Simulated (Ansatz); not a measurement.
**¹⁸¹Ta nuclear quadrupole resonance in TaN**

Cell: an entry of the Crystallography Open Database (COD) whose atoms were relaxed with PBE, the cell held.

Space group P-62m (No. 189); a = 5.1960, c = 2.9110 Å, γ = 120.00°.

```
site  Wyckoff  site symmetry       x       y       z
 Ta1       2d           -6..  0.3333  0.6667  0.5000
 Ta3       1a           -62m  0.0000  0.0000  0.0000
   N       3f            m2m  0.3932  0.0000  0.0000
```

One atom of each set is listed.

Computed with Ansatz: DFT, PBE, plane waves and PAW, with spin–orbit coupling, 420 eV cutoff, Γ-centred 10×10×16 k-points, Fermi–Dirac smearing 0.05 eV. Start moments as typed (μB): 2 on each Ta, none on the rest.

¹⁸¹Ta: I = 7/2, Q = 3170 mb (year-2017 value). Static lattice, zero field.

**Question.** Predict the zero-field ¹⁸¹Ta lines of each site.

**Answer.** For I = 7/2 and η = 0 the lines are |C_Q|/14 times 1, 2 and 3; η shifts the lowest up most.

```json
{"site": "Ta1", "atoms": "2", "V_zz (10²¹ V/m²)": "-19.71", "C_Q (MHz)": "-1511", "η": "0.00", "line frequencies (MHz)": "107.9, 215.8, 323.7"}
{"site": "Ta3", "atoms": "1", "V_zz (10²¹ V/m²)": "12.41", "C_Q (MHz)": "952", "η": "0.00", "line frequencies (MHz)": "68.0, 135.9, 203.9"}
```

An axis of threefold or higher order runs through Ta1 and Ta3, so V_zz lies along it and η is zero.

At this cell the principal stresses reach 5 GPa in size with PBE, which can matter for small gradients. The run finds no gap above 0.1 eV (a metal, or nearly one), so the gradients can move by 10 % or more with the k-mesh. With these PAW files V_zz is typically within 2 to 3 % of all-electron values, but misses above 10 % occur on Ta.
